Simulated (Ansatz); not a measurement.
**Step by step: TaS2, relaxation of cell and atoms**

Computed with DFT, PBE, PAW with Ansatz's default frozen-core files, scalar-relativistic in Ansatz 0.2.0.

Command: `ansatz run input.yaml --threads 1 --pin off --max-ram 3072MiB --backend cpu --events-out ev --progress --plain --runs-dir out` The run took about 38 s on 1 thread of a shared machine.

```yaml
crystal:
  lattice:
    - [3.4028494246, 0.0, 0.0]
    - [-1.7014247123, 2.946954047, 0.0]
    - [0.0, 0.0, 5.4445590794]
  atoms:
    - { symbol: Ta, position: [0.0, 0.0, 0.0] }
    - { symbol: S, position: [0.3333333333, 0.6666666667, 0.25] }
    - { symbol: S, position: [0.6666666667, 0.3333333333, 0.75] }
kpoints:
  mp_grid: { grid: [12, 12, 7] }
scf:
  occupations: { method: fermi_dirac, width: 0.08 }
hamiltonian:
  xc: pbe
  pseudopotentials: { kind: paw }
output:
  forces: true
  stress: true
  write_density: true
  write_potential: true
  elf: true
  volumetric_format: npy
relax:
  f_tol: 0.005
  max_steps: 80
  cell: {}
```

Spin polarisation is left out, and whether a magnetic state lies lower isn't shown here.

Spin–orbit coupling is left out, though it moves levels of the heavy atoms by tenths of an eV or more.

The cell is built from the CdI2 type as a first guess.

The cutoff is 420 eV; energies and pressures of the walk include the program's estimate of the Pulay term.

Each frame lists the cell vectors (Å), then Cartesian positions (Å) and forces (eV/Å). Free energies count from the first step, -11739.0106 eV.

The walk took 13 evaluations in all; steps that aren't listed are left out.

Step 1: E = 0.0 meV, P = 16.31 GPa

```
cell 3.4028 0.0000 0.0000 -1.7014 2.9470 0.0000 0.0000 0.0000 5.4446
Ta    0.0000    0.0000    0.0000     0.000   0.000   0.000
S     0.0000    1.9646    1.3611     0.000   0.000   2.479
S     1.7014    0.9823    4.0834     0.000   0.000  -2.479
```

Step 2: E = -388.2 meV, P = -2.27 GPa

```
cell 3.3896 0.0000 0.0000 -1.6948 2.9354 0.0000 0.0000 0.0000 5.7094
Ta    0.0000    0.0000    0.0000     0.000   0.000   0.000
S     0.0000    1.9570    1.5655     0.000   0.000  -0.776
S     1.6948    0.9785    4.1440     0.000   0.000   0.776
```

Step 3: E = -474.6 meV, P = -0.19 GPa

```
cell 3.3982 0.0000 0.0000 -1.6991 2.9430 0.0000 0.0000 0.0000 5.9750
Ta    0.0000    0.0000    0.0000     0.000   0.000   0.000
S     0.0000    1.9620    1.5230     0.000   0.000  -0.064
S     1.6991    0.9810    4.4520     0.000   0.000   0.064
```

Step 4:

```
cell 3.3754 0.0000 0.0000 -1.6877 2.9232 0.0000 0.0000 0.0000 6.1974
Ta    0.0000    0.0000    0.0000
S     0.0000    1.9488    1.5283
S     1.6877    0.9744    4.6692
```

Step 5: E = -498.4 meV, P = 0.30 GPa

```
cell 3.3787 0.0000 0.0000 -1.6894 2.9261 0.0000 0.0000 0.0000 6.3529
Ta    0.0000    0.0000    0.0000     0.000   0.000   0.000
S     0.0000    1.9507    1.5297     0.000   0.000   0.028
S     1.6894    0.9754    4.8232     0.000   0.000  -0.028
```

Step 6: E = -499.3 meV, P = 0.07 GPa

```
cell 3.3793 0.0000 0.0000 -1.6897 2.9266 0.0000 0.0000 0.0000 6.4406
Ta    0.0000    0.0000    0.0000     0.000   0.000   0.000
S     0.0000    1.9510    1.5314     0.000   0.000   0.005
S     1.6897    0.9755    4.9092     0.000   0.000  -0.005
```

Step 7: E = -499.3 meV, P = 0.00 GPa

```
cell 3.3798 0.0000 0.0000 -1.6899 2.9270 0.0000 0.0000 0.0000 6.4670
Ta    0.0000    0.0000    0.0000     0.000   0.000   0.000
S     0.0000    1.9513    1.5315     0.000   0.000   0.001
S     1.6899    0.9757    4.9355     0.000   0.000  -0.001
```

Step 8: E = -506.8 meV, P = 0.11 GPa (the cell of the step before, solved again on a basis chosen afresh, hence the jump)

```
cell 3.3798 0.0000 0.0000 -1.6899 2.9270 0.0000 0.0000 0.0000 6.4670
Ta    0.0000    0.0000    0.0000     0.000   0.000   0.000
S     0.0000    1.9513    1.5315     0.000   0.000  -0.002
S     1.6899    0.9757    4.9355     0.000   0.000   0.002
```

Step 9: E = -508.4 meV, P = 0.15 GPa

```
cell 3.3793 0.0000 0.0000 -1.6897 2.9266 0.0000 0.0000 0.0000 6.5975
Ta    0.0000    0.0000    0.0000     0.000   0.000   0.000
S     0.0000    1.9511    1.5310     0.000   0.000   0.015
S     1.6897    0.9755    5.0665     0.000   0.000  -0.015
```

Step 10: E = -508.8 meV, P = 0.02 GPa

```
cell 3.3792 0.0000 0.0000 -1.6896 2.9265 0.0000 0.0000 0.0000 6.7124
Ta    0.0000    0.0000    0.0000     0.000   0.000   0.000
S     0.0000    1.9510    1.5326     0.000   0.000  -0.006
S     1.6896    0.9755    5.1798     0.000   0.000   0.006
```

Step 11: E = -508.8 meV, P = 0.00 GPa

```
cell 3.3801 0.0000 0.0000 -1.6900 2.9272 0.0000 0.0000 0.0000 6.7392
Ta    0.0000    0.0000    0.0000     0.000   0.000   0.000
S     0.0000    1.9515    1.5319     0.000   0.000  -0.001
S     1.6900    0.9757    5.2073     0.000   0.000   0.001
```

Question: Give the energy and forces of step 4.

Answer: E = -493.1 meV, P = 0.79 GPa
```
Ta    0.0000    0.0000    0.0000     0.000   0.000   0.000
S     0.0000    1.9488    1.5283     0.000   0.000   0.055
S     1.6877    0.9744    4.6692     0.000   0.000  -0.055
```

Question: How does the relaxation end?

Answer: It converges, with a = 3.379 Å, b = 3.379 Å, c = 6.785 Å, α = 90.00°, β = 90.00°, γ = 120.00° (conventional cell, space group P-3m1). The last solve (on a basis chosen afresh for the final cell, so its energy is not quite comparable) gives E = -509.5 meV, P = 0.02 GPa:
```
cell 3.3795 0.0000 0.0000 -1.6897 2.9267 0.0000 0.0000 0.0000 6.7853
Ta    0.0000    0.0000    0.0000     0.000   0.000   0.000
S     0.0000    1.9511    1.5322     0.000   0.000   0.000
S     1.6897    0.9756    5.2531     0.000   0.000   0.000
```
